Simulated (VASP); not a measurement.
A run of VASP 6.6.1:

The input INCAR:

```
PREC = Accurate
ENCUT = 600
EDIFF = 1E-6
ISMEAR = 1
SIGMA = 0.1
LREAL = F
LASPH = T
NELM = 150
ALGO = Normal
ISIF = 3
LWAVE = F
LCHARG = F
ISPIN = 2
MAGMOM = 3 3
LORBIT = 11
LMAXMIX = 4
GGA = PE
IBRION = 2
NSW = 90
EDIFFG = -0.01
AMIX = 0.2
BMIX = 1E-4
AMIX_MAG = 0.8
BMIX_MAG = 1E-4
```

File KPOINTS:

```
regular mesh
0
Gamma
  18 18 9
```

Contents of POSCAR:

```
Co
1.0
    2.5074000000      0.0000000000      0.0000000000
   -1.2537000000      2.1714721000      0.0000000000
    0.0000000000      0.0000000000      4.0699000000
Co
2
Direct
    0.3333333300      0.6666666700      0.2500000000
    0.6666666700      0.3333333300      0.7500000000
```

Potentials or basis: VASP PAW PBE potentials, release 64 (Co).

Run with:

```bash
$ cat potpaw_PBE.64/Co/POTCAR > POTCAR
$ mpirun -np 1 vasp_std > vasp.out
```

Hardware: 1 thread of Intel(R) Xeon(R) 6975P-C (Granite Rapids), on a shared host.

Question: Estimate the wall time of this run.

Answer: Run time: 3.1 min on 1 thread of Intel(R) Xeon(R) 6975P-C (Granite Rapids), with other jobs on the host, peak memory 0.25 GiB. Counts: scf iterations 43, k points 185, ion steps 5.
